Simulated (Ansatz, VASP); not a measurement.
## One calculation of As, two programs

File INCAR:

```
SYSTEM = As
PREC = Accurate ; ENCUT = 520
EDIFF = 1E-6 ; ISMEAR = -1
SIGMA = 0.1 ; LREAL = .FALSE.
LASPH = .TRUE. ; NELM = 60
ALGO = Normal ; ISIF = 2
LWAVE = .FALSE. ; LCHARG = .FALSE.
GGA = B5 ; ALDAX = 1.0
AGGAX = 1.0 ; AGGAC = 1.0
ALDAC = 0.0 ; NBANDS = 12
```

KPOINTS

```
Automatic mesh
0
G
  10 10 10
  0 0 0
```

POSCAR

```
As
1.0
    0.0000000000      3.0013851446      3.0013851446
    3.0013851446      0.0000000000      3.0013851446
    3.0013851446      3.0013851446      0.0000000000
As
2
Direct
    0.1250000000      0.1250000000      0.1250000000
    0.8750000000      0.8750000000      0.8750000000
```

Input for Ansatz:

```yaml
crystal:
  lattice:
    - [0.0, 3.0013851446, 3.0013851446]
    - [3.0013851446, 0.0, 3.0013851446]
    - [3.0013851446, 3.0013851446, 0.0]
  atoms:
    - { symbol: As, position: [0.125, 0.125, 0.125] }
    - { symbol: As, position: [0.875, 0.875, 0.875] }
hamiltonian:
  xc: blyp
  pseudopotentials:
    kind: paw
    azcp:
      As: "pseudopotentials/As.paw.azcp"
basis:
  ecutwfc: 420
  fft_grid_basis: typed
kpoints:
  mp_grid: { grid: [10, 10, 10], shift: [0, 0, 0] }
magnetization:
  spin_polarized: false
scf:
  occupations: { method: fermi_dirac, width: 0.1 }
  lower_state_search: "off"
output:
  stress: true
```

Alike in both runs: task single point; functional BLYP; k mesh 10 × 10 × 10; occupations fermi-dirac, width 0.1 eV; no spin polarisation.

```csv
,VASP,Ansatz
version,VASP 6.6.1,Ansatz 0.2.0
potentials or method,"VASP PAW PBE potentials, release 64 (As)","plane waves (420 eV) with PAW, scalar-relativistic"
plane-wave cutoff (eV),520,420
valence electrons in the cell,10,30
```

VASP gave:

```
pressure (GPa) : 6.8
```

**Question.** Which values does Ansatz return?

**Answer.** Pressure (GPa): 6.4.

The two sets of potentials don't hold the same shells in valence.

Caveats: the PAW data sets were made with another functional, which shifts forces and pressure a little (VASP).
